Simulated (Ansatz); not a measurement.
`FC(F)(F)CBr` + H₂ → `CBr` + `FC(F)F` at 600 K and 1 bar (hydrogenolysis of a C–C bond).

Gas-phase electronic energies from Ansatz, PBE0-D4/def2-TZVP geometries. CCSD(T)/CBS adds triple-zeta CCSD(T) − MP2 to the extrapolated MP2 energy (def2 sets, frozen cores). This one scheme is used for every species. For Br outer-core shells are correlated without core-valence functions, which leaves a few kJ/mol of doubt a bond. Scalar relativity is left out up to krypton.

```csv
species,CCSD(T)/CBS energy (Eh),H − E (kJ/mol),S (J/(mol·K))
`FC(F)(F)CBr`,-2950.00902,165.5,413.4
H₂,-1.17544,43.9,150.8
`CBr`,-2613.17401,124.2,281.5
`FC(F)F`,-338.02896,97.7,303.2
```

H − E and S are ideal-gas, rigid-rotor, harmonic terms from PBE0-D4/def2-TZVP. For small species the MP2-based limit differs from directly extrapolated CCSD(T) by up to some mEh (0.8 for H₂); such offsets cancel only in part. 1 Eh = 2625.50 kJ/mol, R = 8.31446 J/(mol·K).

Task: By hand: ΔE, ΔH, ΔS and ΔG.

Result: ΔE = (-2613.17401) + (-338.02896) − (-2950.00902) − (-1.17544) = -0.01851 Eh = -48.6 kJ/mol. Δ(H − E) = 124.2 + 97.7 − 165.5 − 43.9 = 12.5, so ΔH = -36.1 kJ/mol. ΔS = 281.5 + 303.2 − 413.4 − 150.8 = 20.5 J/(mol·K). ΔG = -36.1 − 600 × (20.5)/1000 = -48.4 kJ/mol.

Task: By hand: the equilibrium constant, and the temperature at which ΔG would vanish if ΔH and ΔS stayed fixed.

Result: log₁₀ K = −ΔG/(RT ln 10) = 4.2. ΔH and −TΔS have one sign here, so there is no such temperature.

TΔS isn't small against ΔH here. A doubt of 5 kJ/mol in ΔE shifts log₁₀ K by 0.4 here. These are equilibria of isolated gas molecules and say nothing of rates. Largest T1 diagnostic: 0.012 (customary marks: 0.02 for closed shells, 0.045 for open ones).
